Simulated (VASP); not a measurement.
A run of VASP 6.6.1:

Contents of INCAR:

```
SYSTEM = Zn15S16
  PREC = Accurate
  ENCUT = 520
  EDIFF = 1E-8
  ISMEAR = -1
  SIGMA = 0.01
  LREAL = Auto
  LASPH = .TRUE.
  NELM = 100
  ALGO = Fast
  ISIF = 2
  LWAVE = .FALSE.
  LCHARG = .FALSE.
  GGA = PE
  LEFG = .TRUE.
  NELECT = 278.0
  NBANDS = 159
```

KPOINTS

```
regular mesh
0
G
  3 3 2
  0 0 0
```

Contents of POSCAR:

```
Zn15S16
1.0
    7.6454000000      0.0000000000      0.0000000000
   -3.8227000000      6.6211106220      0.0000000000
    0.0000000000      0.0000000000     12.5200000000
Zn S
15 16
Direct
    0.0000000000      0.5000000000      0.0000000000
    0.5000000000      0.0000000000      0.0000000000
    0.5000000000      0.5000000000      0.0000000000
    0.0000000000      0.0000000000      0.5000000000
    0.0000000000      0.5000000000      0.5000000000
    0.5000000000      0.0000000000      0.5000000000
    0.5000000000      0.5000000000      0.5000000000
    0.1666666666      0.3333333334      0.2500000000
    0.1666666666      0.8333333334      0.2500000000
    0.6666666666      0.3333333334      0.2500000000
    0.6666666666      0.8333333334      0.2500000000
    0.3333333334      0.1666666666      0.7500000000
    0.3333333334      0.6666666666      0.7500000000
    0.8333333334      0.1666666666      0.7500000000
    0.8333333334      0.6666666666      0.7500000000
    0.0000000000      0.0000000000      0.1875000000
    0.0000000000      0.5000000000      0.1875000000
    0.5000000000      0.0000000000      0.1875000000
    0.5000000000      0.5000000000      0.1875000000
    0.0000000000      0.0000000000      0.6875000000
    0.0000000000      0.5000000000      0.6875000000
    0.5000000000      0.0000000000      0.6875000000
    0.5000000000      0.5000000000      0.6875000000
    0.1666666666      0.3333333334      0.4375000000
    0.1666666666      0.8333333334      0.4375000000
    0.6666666666      0.3333333334      0.4375000000
    0.6666666666      0.8333333334      0.4375000000
    0.3333333334      0.1666666666      0.9375000000
    0.3333333334      0.6666666666      0.9375000000
    0.8333333334      0.1666666666      0.9375000000
    0.8333333334      0.6666666666      0.9375000000
```

Potentials or basis: VASP PAW PBE potentials, release 64 (Zn, S).

Run with:

```sh
$ cat potpaw_PBE.64/Zn/POTCAR potpaw_PBE.64/S/POTCAR > POTCAR
$ mpirun -np 1 vasp_std > vasp.out
```

Hardware: 1 thread of Intel(R) Xeon(R) Platinum 8375C CPU @ 2.90GHz (Ice Lake), on a shared host.

**Question.** Estimate the wall time of this run.

**Answer.** Run time: 39 min on 1 thread of Intel(R) Xeon(R) Platinum 8375C CPU @ 2.90GHz (Ice Lake) (shared host), peak memory 0.93 GiB. Counts: scf iterations 25, k points 6.
